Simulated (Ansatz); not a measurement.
**H-type WSe2 bilayer (3R stacking) in a perpendicular field**

What dipole does a perpendicular field induce in the H-type WSe2 bilayer (3R stacking), and does the gap follow? A positive field points along +c.

Calculated with Ansatz 0.2.0; plane-wave DFT, PBE-D3(BJ), Ansatz PAW.

Report form: the programs' logs are mostly left out.

## (1) The starting structure

The cell holds 6 atoms: 4 Se and 2 W. Cell: a = 3.320 Å, b = 3.320 Å, c = 52.181 Å, α = 90.0°, β = 90.0°, γ = 120.0°. Regions: layer 1: 2H-WSe2, 3 atoms (2 Se and 1 W); layer 2: 2H-WSe2, 3 atoms (2 Se and 1 W). Vacuum lies along c.

## (2) Relaxing the slab

The starting cell is a guess, so the in-plane lattice and the atoms are relaxed first, with the slab cut off from its images along the normal.

Input file input.yaml:

```yaml
crystal:
  lattice:
    - [3.32, 0.0, 0.0]
    - [-1.66, 2.8752043406, 0.0]
    - [0.0, 0.0, 52.180695867]
  atoms:
    - { symbol: Se, position: [0.3333333333, 0.6666666667, 0.3986148451] }
    - { symbol: W, position: [0.0, 0.0, 0.4344551867] }
    - { symbol: Se, position: [0.3333333333, 0.6666666667, 0.4702955284] }
    - { symbol: Se, position: [0.6666666667, 0.3333333333, 0.5297044716] }
    - { symbol: W, position: [0.3333333333, 0.6666666667, 0.5655448133] }
    - { symbol: Se, position: [0.6666666667, 0.3333333333, 0.6013851549] }
  periodic: [true, true, false]
kpoints:
  mp_grid: { grid: [12, 12, 1] }
hamiltonian:
  xc: pbe
  dispersion: d3bj
scf:
  occupations: { method: fermi_dirac, width: 0.05 }
  convergence: { dr2_threshold: 1.0e-09 }
relax:
  f_tol: 0.004
  max_steps: 90
  cell: {}
output:
  write_potential: true
  write_density: true
  volumetric_format: npy
```

The run is started by

```
> ansatz run input.yaml --threads 4 --pin off --max-ram 8192MiB --backend cpu --events-out ev --progress --plain --runs-dir out
```

It took 2.3 min on 4 threads of Arm Neoverse V1, shared host; peak memory 1.1 GiB.

The steps of the relaxation:

```
step  energy less that of the first step (eV)  largest force component (eV/Å)  volume (Å³)
   1                                   0.0000                          2.6321       498.10
   2                                  -1.1384                          0.1554       490.01
   3                                  -1.1742                          0.0457       484.58
   4                                  -1.1747                          0.0318       488.43
   5                                  -1.1767                          0.0045       487.67
   6                                  -1.1768                          0.0028       487.49
  7*                                  -1.1763                          0.0027       487.49
```

Relaxation steps marked * repeat the geometry before them on a plane-wave basis chosen anew for their cell, so energy and pressure can jump there.

Forces are held to the 6 operations that the run works with; a distortion that breaks them can't arise in this run.

```
cell as run  before  after  change
      a (Å)   3.320  3.284  -1.1 %
      b (Å)   3.320  3.284  -1.1 %
```

The atoms that moved most (Å, along periodic axes as changes of fractional coordinates times the final cell, across vacuum about the mean position):

```
atom     dx     dy      dz  length
 Se6  0.000  0.000  -0.407   0.407
 Se1  0.000  0.000   0.407   0.407
  W2  0.000  0.000   0.222   0.222
  W5  0.000  0.000  -0.221   0.221
 Se4  0.000  0.000  -0.034   0.034
 Se3  0.000  0.000   0.033   0.033
```

The relaxed structure:

```xyz
6
Lattice="3.2845 0.0000 0.0000 -1.6422 2.8444 0.0000 0.0000 0.0000 52.1807" Properties=species:S:1:pos:R:3
Se    0.0000    1.8963   21.2072
W     0.0000    0.0000   22.8922
Se    0.0000    1.8963   24.5738
Se    1.6422    0.9481   27.6060
W     0.0000    1.8963   29.2894
Se    1.6422    0.9481   30.9735
```

The lattice constant a goes from 3.320 to 3.284 Å.

## (3) Atoms held, field 0, start network

A sawtooth potential applies the field, turning back in the middle of the vacuum. With the dipole correction the typed value is the field outside the slab. The induced dipole is small, so the SCF threshold is tight.

The cell differs from the one that the last finished run ended in (c 52.181 → 27.766 Å).

Input file input.yaml:

```yaml
crystal:
  lattice:
    - [3.2844635717, 0.0, 0.0]
    - [-1.6422317858, 2.8444288909, 0.0]
    - [0.0, 0.0, 27.7663491353]
  atoms:
    - { symbol: Se, position: [0.3333333333, 0.6666666667, 0.3241333586] }
    - { symbol: W, position: [0.0, 0.0, 0.3848192321] }
    - { symbol: Se, position: [0.3333333333, 0.6666666667, 0.4453823457] }
    - { symbol: Se, position: [0.6666666667, 0.3333333333, 0.55458667] }
    - { symbol: W, position: [0.3333333333, 0.6666666667, 0.6152128198] }
    - { symbol: Se, position: [0.6666666667, 0.3333333333, 0.6758666414] }
kpoints:
  mp_grid: { grid: [18, 18, 1] }
  band_path:
    path: [[0, 0, 0], [0.5, 0, 0], [0.33333333, 0.33333333, 0], [0, 0, 0]]
    npoints: 16
hamiltonian:
  xc: pbe
  dispersion: d3bj
scf:
  occupations: { method: fermi_dirac, width: 0.02585 }
  convergence: { dr2_threshold: 1.0e-10 }
efield:
  axis: 3
  dipole_correction: true
  ramp_position: 0.97
  ramp_width: 0.06
  amplitude: 0
output:
  dos: { projected: true, e_range: [-6, 5] }
  write_potential: true
  write_density: true
  volumetric_format: npy
  elf: true
```

Run time: 33 s. Hardware: 4 threads; peak memory 0.98 GiB; 2.2 min of CPU time.

This step gave:

```yaml
gap_on_the_k_mesh: 1.309 eV
dipole_along_the_normal: 0.003609 e·Å
gap_along_the_path: 1.294 eV
smallest_direct_gap_along_the_path: 1.601 eV
step_between_the_vacuum_levels: -0.06990 eV
ionisation_energy_upper_face: 4.869 eV
electron_affinity_upper_face: 3.575 eV
ionisation_energy_lower_face: 4.939 eV
gap_the_smaller_of_path_and_mesh: 1.294 eV
```

Running mean over a fixed 2.7 Å (it still follows the layers) of the planar mean; the ramp of the sawtooth is left out. Electron's electrostatic potential energy less the Fermi level against z:

```
z (Å)  electron's electrostatic potential energy less the Fermi level (eV)
    4                                                                 4.31
    5                                                                 4.31
    6                                                                 4.26
    7                                                                 3.28
    8                                                               -0.171
    9                                                                -4.74
   10                                                                -9.89
   11                                                                -10.1
   12                                                                -7.34
   13                                                                -1.91
   14                                                               -0.930
   15                                                                -2.76
   16                                                                -8.76
   17                                                                -10.2
   18                                                                -9.42
   19                                                                -3.42
   20                                                                0.626
   21                                                                 3.72
   22                                                                 4.21
   23                                                                 4.24
   24                                                                 4.24
```

The density of states has structure finer than the step of the table below, so its rows give means over 0.25 eV, whole bins alone (the curve runs from -6 to 2.66 eV). Peaks (eV: height): -5.150: 9.29, -4.900: 13.1, -4.790: 9.91, -2.830: 9.91, -2.610: 8.56, 1.660: 11.9, 2.080: 13.2.

Table of density of states by energy, zero at the Fermi level of the run, which the smearing sets inside the gap; means over each step:

```
energy (eV)  density of states (states/eV a cell)
      -5.75                                  3.49
      -5.50                                  2.66
      -5.25                                  4.17
      -5.00                                  6.94
      -4.75                                  4.41
      -4.50                                  2.61
      -4.25                                  4.48
      -4.00                                  6.24
      -3.75                                  5.20
      -3.50                                  3.23
      -3.25                                  3.94
      -3.00                                  6.85
      -2.75                                  7.24
      -2.50                                  6.31
      -2.25                                  4.82
      -2.00                                  3.23
      -1.75                                  4.29
      -1.50                                  6.50
      -1.25                                  3.22
      -1.00                                  1.70
      -0.75                                 0.572
      -0.50                               0.00267
      -0.25                                     0
       0.00                                     0
       0.25                                     0
       0.50                                     0
       0.75                                  1.37
       1.00                                  3.29
       1.25                                  4.63
       1.50                                  6.83
       1.75                                  9.01
       2.00                                  10.2
       2.25                                  5.49
       2.50                                  4.47
```

Projected DOS per atom over height of the atomic layer and energy from the Fermi level. Layers: Se W Se Se W Se from below.

Ten even steps from '_' (0.00 states/eV) to '@' (2.93 states/eV), each cell a mean:
```
..==....--..
::@@::::@@::
::@@....@@::
..++....++..
__..____::__
____________
____________
____________
____________
__::____::__
..**....**..
..::....::..
--::::::::::
==--==------
::--::==--==
..::....::..
------::--::
--::::::::--
............
------------
............
::::::::..::
```
Columns: height of the atomic layer (Å) from 9 to 18.8 (not evenly spaced); rows upwards: energy from the Fermi level (eV) from -5.96 to 2.59.

The electronic bands at the labelled points (eV, zero at the Fermi level of the run, which the smearing sets inside the gap):

```
  point  band 43  band 44  band 45  band 46  band 47  band 48  band 49  band 50
      Γ    -1.93    -1.93    -1.39    -0.63     2.12     2.12     2.22     2.22
halfway    -2.29    -2.26    -1.82    -1.69     0.94     1.40     1.54     1.70
      M    -1.88    -1.76    -1.76    -1.60     1.65     1.72     1.91     2.08
halfway    -3.09    -2.91    -1.22    -1.11     1.41     1.47     2.17     2.32
      K    -3.27    -3.13    -0.83    -0.75     0.85     0.91     1.88     1.92
halfway    -2.24    -2.03    -1.62    -1.56     0.68     1.08     1.62     1.66
      Γ    -1.93    -1.93    -1.39    -0.63     2.12     2.12     2.22     2.22
```

Electrostatic potential energy in the ca plane at fractional y = 0.667, with atoms of Se and W within 0.2 Å of it. With pseudopotentials it is smooth inside the atoms' cores, unlike the true potential.

Ten even steps from '0' (-38 eV) to '9' (8 eV), each cell a mean:
```
99999999999999999999988655789999999876788888
99999999999999999999998655789999999876688888
99999999999999999998888766788889999987788777
99999999999999999865568888875568999998886323
99999999999999999755646888755655899999872000
99999999999999999657755898746765899999860000
99999999999999999656655898746765899999861000
99999999999999999854457888854557999999874101
99999999999999999987778777887678999988887656
```
Columns run along c (16.0 Å, from fractional 0.07 to 0.64 of the cell; values clipped at the 3rd and 97th percentile), rows up along a (3.3 Å). Atoms in or near the plane, at fractional coordinates: Se at (0.32, 0.33), Se at (0.45, 0.33), W at (0.62, 0.33).

ELF in the ca plane at fractional y = 0.667, with atoms of Se and W within 0.2 Å of it. It is the smooth field of the valence electrons, not physical close to the nuclei.

Ten even steps from '0' (0.00) to '9' (0.89), each cell a mean:
```
00000000000000000123432232234331003787765333
00000000000000000012221233122210004787765434
00000000000000012456653222256654102677764222
00000000000000257888886322578888511345543454
00000000000002479996577423676689830023325767
00000000000012589984257423663269940002237526
00000000000002589985367423674379940012226647
00000000000001368998787423587789720134433676
00000000000000125777775222367776301467753232
```
Columns run along c (16.0 Å, from fractional 0.07 to 0.64 of the cell), rows up along a (3.3 Å). Atoms in or near the plane, at fractional coordinates: Se at (0.32, 0.33), Se at (0.45, 0.33), W at (0.62, 0.33).

Valence density in the ca plane at fractional y = 0.667, with atoms of Se and W within 0.2 Å of it. It is the smooth field of the valence electrons, not physical close to the nuclei.

Ten steps, logarithmic in the rise over the least value, from '0' (0 e/Å³) to '9' (30 e/Å³), each cell a mean:
```
00000000000000000001111222111100000112211111
00000000000000000000111222111000000112211111
00000000000000000011111122111110000111211111
00000000000000000123322111123321000011112343
00000000000000000246742111236752100001124565
00000000000000001259962111248973100000125666
00000000000000001258852111237973100000124665
00000000000000000134432111124532100001113454
00000000000000000012221111112211000011111222
```
Columns run along c (16.0 Å, from fractional 0.07 to 0.64 of the cell), rows up along a (3.3 Å). Atoms in or near the plane, at fractional coordinates: Se at (0.32, 0.33), Se at (0.45, 0.33), W at (0.62, 0.33).

The gap is 1.29 eV, with the valence edge 4.87 eV and the conduction edge 3.58 eV under the upper vacuum level. Spin-orbit coupling, left out in this run, matters for the bands of elements this heavy.

## (4) Atoms held, field 0.05 V/Å

input.yaml: that of step 3 with these lines changed.

```diff
@@ -28,5 +28,4 @@
   ramp_width: 0.06
-  amplitude: 0
+  amplitude: 0.05
 output:
-  dos: { projected: true, e_range: [-6, 5] }
   write_potential: true
@@ -34,2 +33 @@
   volumetric_format: npy
-  elf: true
```

It took 36 s on 4 threads; peak memory 0.93 GiB.

The dipole is 0.0326 e·Å, 0.0289 e·Å from its value without field, and the gap 1.298 eV.

## (5) Single point, field -0.05 V/Å

input.yaml: that of step 4 with these lines changed.

```diff
@@ -28,3 +28,3 @@
   ramp_width: 0.06
-  amplitude: 0.05
+  amplitude: -0.05
 output:
```

Wall time 36 s (4 threads); peak memory 0.93 GiB; 2.3 min of CPU time.

The dipole is -0.0253 e·Å, -0.0289 e·Å from its value without field, and the gap 1.287 eV.

## (6) Atoms held, field 0.1 V/Å

input.yaml: that of step 5 with these lines changed.

```diff
@@ -26,5 +26,5 @@
   dipole_correction: true
-  ramp_position: 0.97
-  ramp_width: 0.06
-  amplitude: -0.05
+  ramp_position: 0.9604
+  ramp_width: 0.0792
+  amplitude: 0.1
 output:
```

Run time: 35 s. Hardware: 4 threads; peak memory 0.93 GiB.

The dipole is 0.0615 e·Å, 0.0579 e·Å from its value without field, and the gap 1.300 eV.

## (7) Atoms held, field -0.1 V/Å

input.yaml: that of step 6 with these lines changed.

```diff
@@ -28,3 +28,3 @@
   ramp_width: 0.0792
-  amplitude: 0.1
+  amplitude: -0.1
 output:
```

Wall time 36 s (4 threads); peak memory 0.94 GiB.

The dipole is -0.0543 e·Å, -0.0579 e·Å from its value without field, and the gap 1.278 eV.

## (8) Single point, field 0.2 V/Å

input.yaml: that of step 7 with these lines changed.

```diff
@@ -28,3 +28,3 @@
   ramp_width: 0.0792
-  amplitude: -0.1
+  amplitude: 0.2
 output:
```

Run time: 36 s. Hardware: 4 threads; peak memory 0.93 GiB.

The dipole is 0.119 e·Å, 0.116 e·Å from its value without field, and the gap 1.296 eV.

## (9) Single point, field -0.2 V/Å

input.yaml: that of step 8 with these lines changed.

```diff
@@ -28,3 +28,3 @@
   ramp_width: 0.0792
-  amplitude: 0.2
+  amplitude: -0.2
 output:
```

Run time: 36 s. Hardware: 4 threads; peak memory 0.94 GiB; 2.4 min of CPU time.

The dipole is -0.112 e·Å, -0.116 e·Å from its value without field, and the gap 1.254 eV.

## (10) Single point, field 0.3 V/Å

input.yaml: that of step 9 with these lines changed.

```diff
@@ -26,5 +26,5 @@
   dipole_correction: true
-  ramp_position: 0.9604
-  ramp_width: 0.0792
-  amplitude: -0.2
+  ramp_position: 0.9578
+  ramp_width: 0.0844
+  amplitude: 0.3
 output:
```

Run time: 36 s. Hardware: 4 threads; peak memory 0.94 GiB.

The dipole is 0.177 e·Å, 0.174 e·Å from its value without field, and the gap 1.282 eV.

## (11) Single point, field -0.3 V/Å

input.yaml: that of step 10 with these lines changed.

```diff
@@ -28,3 +28,3 @@
   ramp_width: 0.0844
-  amplitude: 0.3
+  amplitude: -0.3
 output:
```

Elapsed: 33 s, on 4 threads; peak memory 0.93 GiB; 2.1 min of CPU time.

The dipole is -0.170 e·Å, -0.174 e·Å from its value without field, and the gap 1.222 eV.

## (12) Single point, field 0.4 V/Å

input.yaml: that of step 11 with these lines changed.

```diff
@@ -26,5 +26,5 @@
   dipole_correction: true
-  ramp_position: 0.9578
-  ramp_width: 0.0844
-  amplitude: -0.3
+  ramp_position: 0.9244
+  ramp_width: 0.1513
+  amplitude: 0.4
 output:
```

The job ended after 34 s (4 threads; peak memory 0.94 GiB; 2.2 min of CPU time).

The dipole is 0.235 e·Å, 0.232 e·Å from its value without field, and the gap 1.259 eV.

(Part 1 of 2 ends here.)

[Logs are printed without paths, hosts, clocks, repeated set-up lines and the standing remarks that a program may print on its own settings, such as how far it seeks lower states.]

[Hosts, paths, dates, database ids (printed as entryN), source tags and the programs' standing remarks are cut or masked in the printed files.]

[Maps of the electrostatic potential energy from Ansatz leave out the sawtooth potential of an applied field or a dipole correction, so their vacuum need not be flat; planar profiles and work functions include it.]

[The density of states shown here was stored with 400 of the rows of the run's finer table, so its peaks can read low, often by over a quarter, or be missed, and its means over a window can be off by a tenth or more.]
